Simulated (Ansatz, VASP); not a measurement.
CdS: VASP beside Ansatz

```
CELL_PARAMETERS angstrom
4.07362 0.00000 0.00000
-2.03681 3.52786 0.00000
0.00000 0.00000 6.63843
ATOMIC_POSITIONS crystal
Cd 0.33333 0.66667 0.00046
Cd 0.66667 0.33333 0.50046
S 0.33333 0.66667 0.37654
S 0.66667 0.33333 0.87654
```

Alike in both runs: functional LDA; k mesh 9 × 9 × 6; no spin polarisation.

Ansatz relaxed the structure, and its values are those at the end. VASP's run is a single point on that final structure, the one shown.

|  | VASP | Ansatz |
| --- | --- | --- |
| version | VASP 6.6.1 | Ansatz 0.2.0 |
| potentials or method | VASP PAW LDA potentials, release 64 (Cd, S) | scalar-relativistic, plane waves, PAW |
| plane-wave cutoff (eV) | 520 | 500 |
| occupations | gaussian, width 0.01 eV | fixed |
| valence electrons in the cell | 36 | 52 |

VASP gave:

- gap on the k mesh at the Fermi level (eV): 1.06
- least direct gap on the mesh (eV): 1.06
- pressure (GPa): 0.6

Task: Which values does Ansatz return?

Result: gap on the k mesh at the Fermi level (eV): 1.03; least direct gap on the mesh (eV): 1.03; pressure (GPa): 0.0.

The two sets of potentials don't hold the same shells in valence.
